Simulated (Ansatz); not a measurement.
Bi: pressure against volume per atom

Results calculated with Ansatz 0.2.0 development build, not measured. Equation of state of a cubic crystal from periodic Kohn-Sham density functional theory without spin; pressure corrected for the finite basis.

Cell of the first row (space group Fd-3m, No. 227):
```
Bi
1.0
      0.0000     3.5479     3.5479
      3.5479     0.0000     3.5479
      3.5479     3.5479     0.0000
Bi
2
Direct
  0.00000 0.00000 0.00000
  0.25000 0.25000 0.25000
```

Settings of every row: formula Bi; structure type diamond; functional r2SCAN; spin treatment none; k mesh 8x8x8; occupation method fermi-dirac; occupation width 0.1 eV; wave cutoff 240 eV; datasets all-electron datasets; density cutoff ratio 7; dirac inner shells no; nucleus point.

Limits: a cubic model structure, not a phase known at ambient conditions; no spin-orbit coupling with 6p elements.

```csv
row,volume per atom (Å³),pressure (GPa),energy above lowest point (meV/atom)
1,44.661,2.171,17.7
2,46.117,0.943,3.7
3,47.574,?,?
4,49.03,-0.984,5.03
5,50.486,-1.735,17.48
```

Question: what pressure should row 3 give?

Worked fit of pressure. Take u = (V_r/V)^(2/3) − 1 with V_r = 47.573 Å³ an atom, which is twice the finite (Eulerian) strain; such expansions in the strain, on which the Birch-Murnaghan equation of state is built, carry the rest volume and the bulk modulus. The shown rows have u = 0.04301, 0.02094, -0.01991, -0.03885. Least squares give pressure = −0.0994 + 47.145 × u + 130.68 × u² GPa; a straight line predicts inner rows, each left out in turn, worse (root mean square 0.13 against 0.0055 GPa). The rows lie off it by 0.001, -0.002, 0.002, -0.001. The pressure vanishes at u = 0.0021, or V = 47.42 Å³ an atom, and there the bulk modulus at fixed shape and fractions is B = −V dP/dV = (2/3)(1 + u) dP/du = 31.9 GPa. The withheld row has u = -1e-05, so the fit gives −0.0994 + 47.145 × (-1e-05) + 130.68 × (-1e-05)² = -0.100 GPa.

The calculation gave -0.099 GPa. The fit lies 0.001 GPa (1 % of the value, 0.026 % of the column's range) below it, one unit of the last digit.

The other values of row 3: energy above lowest point 0 meV/atom.
